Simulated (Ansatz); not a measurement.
## Zr₃N₄: Quadrupolar parameters

The cell is a structure deposited in the COD, ions relaxed with PBE at fixed cell.

Space group I-43d (No. 220); a = 6.7400 Å.

```
site  Wyckoff  site symmetry       x       y       z
  Zr      12a           -4..  0.3750  0.0000  0.2500
   N      16c            .3.  0.0687  0.0687  0.0687
```

One atom of each set is listed; the run and its k-mesh use a cell of 14 atoms with edges of 5.84, 5.84, 5.84 Å.

Method: Kohn–Sham DFT in Ansatz, PBE, plane waves and PAW (field gradients read without the response of the frozen cores, which leaves them typically 4 to 6 % off), scalar-relativistic, 420 eV cutoff, Γ-centred 6×6×6 k-points, Fermi–Dirac smearing 0.02 eV.

V_zz is the principal component of the electric field gradient with the largest magnitude, η = (V_xx − V_yy)/V_zz and C_Q = eQV_zz/h. ν_Q = 3|C_Q|/[2I(2I − 1)].

Zr-91: I = 5/2, Q = -176.0 mb; ¹⁴N: I = 1, Q = 20.44 mb. Quadrupole moments are those of Pyykkö's year-2017 table.

| site | atoms | first shell | C_Q (MHz) | η | ν_Q (MHz) |
| --- | --- | --- | --- | --- | --- |
| Zr | 6 | 8 N at 2.23–2.44 Å | -42.2 | 0.00 | 6.33 |
| N | 8 | 6 Zr at 2.23–2.44 Å | 0.291 | 0.00 | 0.436 |

An axis of threefold or higher order runs through Zr and N, so V_zz lies along it and η is zero.

Without spin–orbit coupling (the program notes it for Zr) the gradients can shift somewhat, as the gap is small. With a gap of 0.7 eV on this mesh, small gradients can still move by 0.1 × 10²¹ V/m² or more as the k-mesh gets denser.
